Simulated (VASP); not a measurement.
**InPd: relaxation of cell and atoms with LDA**

Crystal: InPd.

```
In Pd
1.0
     3.27188    0.00000    0.00000
     0.00000    3.27188    0.00000
     0.00000    0.00000    3.27188
In Pd
1 1
Direct
  0.00000 0.00000 0.00000
  0.50000 0.50000 0.50000
```

The cell comes from a database or a generator and needn't be the stable form of this composition.

- Program: VASP 6.6.1
- Task: relaxation of cell and atoms
- Functional: LDA
- Potentials or basis: VASP PAW LDA potentials, release 64 (In_d, Pd)
- Cutoff: 600 eV
- k mesh: 8 × 8 × 8
- Occupations: fermi-dirac, width 0.05 eV
- Spin: no spin polarisation
- Further INCAR settings: ALGO = Normal; EDIFF = 1e-06; IBRION = 2; EDIFFG = -0.02; NSW = 40; ISIF = 3

* Relaxed volume: 16.68 Å³/atom
* Relaxed cell: a = 3.219 Å, b = 3.219 Å, c = 3.219 Å, α = 90.00°, β = 90.00°, γ = 90.00°
* Space group after relaxing (to 0.05 Å): Pm-3m (No. 221)
* Energy gained by relaxing: 18.6 meV/atom
* Ionic steps: 3
* Pressure after relaxing: -0.1 GPa
* Band gap on the k mesh: none (metal or under the smearing width)

Step by step:
```csv
step,energy change (eV),largest force (eV/Å),pressure (GPa),volume (Å³)
1,0.0000,0.0000,-6.66,35.03
2,0.0193,0.0000,10.29,31.46
3,-0.0371,0.0000,-0.06,33.35
```

Final structure:
```xyz
2
Lattice="3.2189 0.0000 0.0000 0.0000 3.2189 0.0000 0.0000 0.0000 3.2189" Properties=species:S:1:pos:R:3 pbc="T T T"
In    0.0000    0.0000    0.0000
Pd    1.6094    1.6094    1.6094
```

Levels at points of the mesh, in eV from the Fermi level:
| k point | band 8 | band 9 | band 10 | band 11 | band 12 | band 13 | band 14 | band 15 |
| --- | --- | --- | --- | --- | --- | --- | --- | --- |
| (0.00, 0.00, 0.00) | -3.95 | -2.29 | -2.29 | -2.29 | 4.31 | 4.31 | 4.31 | 10.01 |
| (0.50, 0.00, 0.00) | -3.97 | -3.38 | -3.38 | -2.39 | -1.05 | 9.99 | 9.99 | 10.25 |
| (0.50, 0.50, 0.00) | -2.72 | -2.72 | -2.44 | -2.44 | -1.66 | 1.75 | 2.70 | 9.76 |
| (0.50, 0.50, 0.50) | -5.11 | -1.62 | -1.62 | 0.05 | 3.97 | 3.97 | 3.97 | 4.69 |

Run time: 27 s on 1 thread of Intel(R) Xeon(R) Platinum 8559C (Emerald Rapids), on a shared host, peak memory 0.16 GiB.
